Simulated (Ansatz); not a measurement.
**C3H6O (triplet): one species, many methods**

How much do the methods differ for C3H6O (triplet)? The plan is to run it at one geometry with functionals of several rungs and with coupled cluster. The yardstick is the atomisation energy at the CCSD(T) limit.

Program: Ansatz 0.2.0, Gaussian basis. Level of theory: functionals in def2-TZVPP, the program's frozen cores in correlated methods. These are calculated values, not measurements.

Plan: LDA (SPW92), PBE-D4, revPBE-D4, BLYP-D4, r2SCAN-D4, B97M-V, PBE0-D4, B3LYP-D4, r2SCANh-D4, r2SCAN0-D4, HSE06-D4, BHLYP-D4, CAM-B3LYP-D4, LC-ωPBE, ωB97X-V, ωB97M-V, B2PLYP, PBE-QIDH; CCSD(T)/def2-SVP; CCSD(T)/def2-TZVPP; MP2/def2-QZVPP; extrapolation to the limit; RPA on PBE.

## (1) The relaxed structure

All runs share one geometry, relaxed beforehand with PBE0-D4 in a triple-zeta def2 set.

SMILES `C[C](C)[O]`, 10 atoms, charge 0, spin multiplicity 3.

Atoms are counted from 1 here; the program's logs count them from 0.

Bond lengths: C1–C2 1.504 Å, C1–H5 1.091 Å, C1–H6 1.100 Å, C1–H7 1.091 Å, C2–C3 1.504 Å, C2–O4 1.316 Å, C3–H8 1.091 Å, C3–H9 1.091 Å, C3–H10 1.100 Å. Angles: C2–C1–H5 111.1°, C2–C1–H6 111.5°, C2–C1–H7 108.7°, H5–C1–H6 108.2°, H5–C1–H7 108.7°, H6–C1–H7 108.7°, C1–C2–C3 118.8°, C1–C2–O4 113.3°, C3–C2–O4 113.3°, C2–C3–H8 108.7°, C2–C3–H9 111.1°, C2–C3–H10 111.5°, H8–C3–H9 108.7°, H8–C3–H10 108.7°, H9–C3–H10 108.2°.

## (2) LDA

This LDA is Slater exchange with PW92 correlation.

The input, in.yaml:

```yaml
crystal:
  periodic: [false, false, false]
  atoms:
    - {symbol: C, position_ang: [-0.988950, 0.733272, -0.430296]}
    - {symbol: C, position_ang: [0.049790, -0.350349, -0.526733]}
    - {symbol: C, position_ang: [1.082804, -0.462421, 0.560852]}
    - {symbol: O, position_ang: [-0.442688, -1.512785, -0.899650]}
    - {symbol: H, position_ang: [-1.590612, 0.781291, -1.338946]}
    - {symbol: H, position_ang: [-1.665797, 0.568895, 0.421008]}
    - {symbol: H, position_ang: [-0.483895, 1.690927, -0.295069]}
    - {symbol: H, position_ang: [1.566333, 0.507720, 0.685339]}
    - {symbol: H, position_ang: [1.843398, -1.201052, 0.304205]}
    - {symbol: H, position_ang: [0.629608, -0.755499, 1.519279]}
basis:
  gaussian: {orbitals: def2-TZVPP}
magnetization: {spin_polarized: true, initial_magnetization: 2}
hamiltonian: {xc: lda}
output: {orbitals: {seedname: orbitals}}
```

Command:

```sh
ansatz run in.yaml --threads 4 --pin off --events-out ev --progress --plain --max-ram 10444MiB
```

The runs that follow: PBE-D4 (GGA); revPBE-D4 (GGA); BLYP-D4 (GGA); r2SCAN-D4 (meta-GGA); B97M-V (meta-GGA); PBE0-D4 (hybrid); B3LYP-D4 (hybrid); r2SCANh-D4 (hybrid); r2SCAN0-D4 (hybrid); HSE06-D4 (hybrid); BHLYP-D4 (hybrid); CAM-B3LYP-D4 (range-separated); LC-ωPBE (range-separated); ωB97X-V (range-separated); ωB97M-V (range-separated); B2PLYP (double hybrid); PBE-QIDH (double hybrid); CCSD(T) in def2-SVP; CCSD(T) in def2-TZVPP; MP2 in def2-QZVPP; RPA on PBE orbitals.

Q: Predict the results of all the runs planned. Wanted: atomisation energy, CCSD(T)/CBS; farthest beyond LDA; mean size of error, GGA; mean size of error, meta-GGA; mean size of error, hybrid; mean size of error, range-separated; mean size of error, double hybrid; gap, smallest and largest; T1 diagnostic.

As calculated:

| quantity | value |
| --- | --- |
| atomisation energy, CCSD(T)/CBS | 3743.6 kJ/mol |
| functionals within 18.7 kJ/mol (0.5 %) | r2SCAN0-D4, B2PLYP, PBE-QIDH |
| farthest beyond LDA | PBE-D4 (+136.7 kJ/mol) |
| mean size of error, GGA | 72.8 kJ/mol |
| mean size of error, meta-GGA | 50.1 kJ/mol |
| mean size of error, hybrid | 47.5 kJ/mol |
| mean size of error, range-separated | 33.8 kJ/mol |
| mean size of error, double hybrid | 10.3 kJ/mol |
| gap, smallest and largest | -2.75 eV (LDA (SPW92)), 6.21 eV (LC-ωPBE) |
| T1 diagnostic | 0.0215 |
| triples share of the correlation energy | 3.6 % |

What this shows: The LDA atomisation energy is off by 599.3 kJ/mol (16 %): it overbinds. PBE-D4 is off by +136.7 kJ/mol. Double hybrids carry the basis error of their MP2 part in triple zeta, and no dispersion term here, so their miss is partly the set-up's. By mean error the best rung here is double hybrid (10.3 kJ/mol) and the worst beyond LDA is GGA (72.8 kJ/mol). Misses under about 18.7 kJ/mol are within the doubt on the reference itself, which lacks core-valence correlation, relativity and higher excitations. Hartree-Fock recovers 75 % of the binding; the rest is correlation. CCSD(T) in def2-SVP is off by -146.6 kJ/mol, more than most functionals: a good method in a small basis is no reference. The gap grows from -2.7 to 6.2 eV across the functionals, mostly with the share of exact exchange. A negative gap means that an empty level lies below a filled one: whole occupations of an open shell aren't an aufbau state there.
